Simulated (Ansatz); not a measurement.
**From the elastic tensor of LiBr at 3 GPa (stress–strain coefficients) to moduli and sound speeds**

All numbers below come from DFT PBEsol, scalar-relativistic, plane waves, PAW in Ansatz 0.2.0. Plane waves to 420 eV; Γ-centred k mesh 8×8×8; fixed occupations. No spin polarisation.

It takes space group Fm-3m (No. 225, cubic). Conventional cell: a = 5.258 Å, b = 5.258 Å, c = 5.258 Å, α = 90.00°, β = 90.00°, γ = 90.00°. Li (site symmetry m-3m) has 6 Br at 2.63 Å as nearest neighbours. Br (site symmetry m-3m) has 6 Li at 2.63 Å as nearest neighbours.

Relaxed-ion constants (GPa, on the Cartesian axes of the calculation):
C11 = 79.3, C12 = 22.5, C13 = 22.5, C22 = 79.3, C23 = 22.5, C33 = 79.3, C44 = 23.4, C55 = 23.4, C66 = 23.4 GPa; the others vanish.

Density 3.968 g/cm³; 2 atoms in 36.34 Å³.

The values that follow are for a polycrystal of randomly turned grains, by Hill's mean where one number stands.

- Bulk modulus, Voigt / Reuss / Hill: 41.5 / 41.5 / 41.5 GPa
- Shear modulus, Voigt / Reuss / Hill: 25.4 / 25.2 / 25.3 GPa
- Young's modulus: 63 GPa
- Poisson ratio: 0.247
- Pugh ratio B/G: 1.64
- Universal anisotropy index: 0.05
- Longitudinal and transverse sound speeds: 4353 and 2524 m/s
- Debye temperature from the mean sound speed: 317 K